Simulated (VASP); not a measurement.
Here is a VASP 6.6.1 calculation.

INCAR

```
  PREC = Accurate
  ENCUT = 520
  EDIFF = 1E-6
  ISMEAR = 1
  SIGMA = 0.2
  LREAL = F
  LASPH = T
  NELM = 80
  ALGO = Fast
  ISIF = 2
  LWAVE = F
  LCHARG = T
  GGA = CA
  LVHAR = T
  LVACPOTAV = T
  KPAR = 8
```

KPOINTS

```
Automatic mesh
0
Gamma
  12 18 1
```

File POSCAR:

```
Cu                                      
1.0
    3.5230000000      0.0000000000      0.0000000000
    0.0000000000      2.4911371901      0.0000000000
    0.0000000000      0.0000000000     27.4556859506
  Cu            
    11
Direct
     0.0000000000000000    0.0000000000000000    0.2768180420305337
     0.5000000000000000    0.5000000000000000    0.3175777930491093
     0.0000000000000000    0.0000000000000000    0.3646483240815112
     0.5000000000000000    0.5000000000000000    0.4094538039148904
     0.0000000000000000    0.0000000000000000    0.4547521912386157
     0.5000000000000000    0.5000000000000000    0.5000000000000000
     0.0000000000000000    0.0000000000000000    0.5452478087613843
     0.5000000000000000    0.5000000000000000    0.5905461960851094
     0.0000000000000000    0.0000000000000000    0.6353516759184888
     0.5000000000000000    0.5000000000000000    0.6824222069508906
     0.0000000000000000    0.0000000000000000    0.7231819579694663
```

Potentials or basis: VASP PAW LDA potentials, release 64 (Cu).

Command:

```sh
$ cat potpaw_LDA.64/Cu/POTCAR > POTCAR
$ mpirun -np 8 vasp_std > vasp.out
```

Question: Estimate the band gap on the k mesh.

Answer: None (metal or under the smearing width).

Question: Estimate the largest force.

Answer: 0.006 eV/Å.

Forces in eV/Å, atoms in the order of the input:
```
Cu   0.000  0.000  0.006
Cu   0.000  0.000  0.000
Cu   0.000  0.000  0.000
Cu   0.000  0.000 -0.006
Cu   0.000  0.000  0.006
Cu   0.000  0.000  0.000
Cu   0.000  0.000 -0.006
Cu   0.000  0.000  0.006
Cu   0.000  0.000  0.000
Cu   0.000  0.000  0.000
Cu   0.000  0.000 -0.006
```
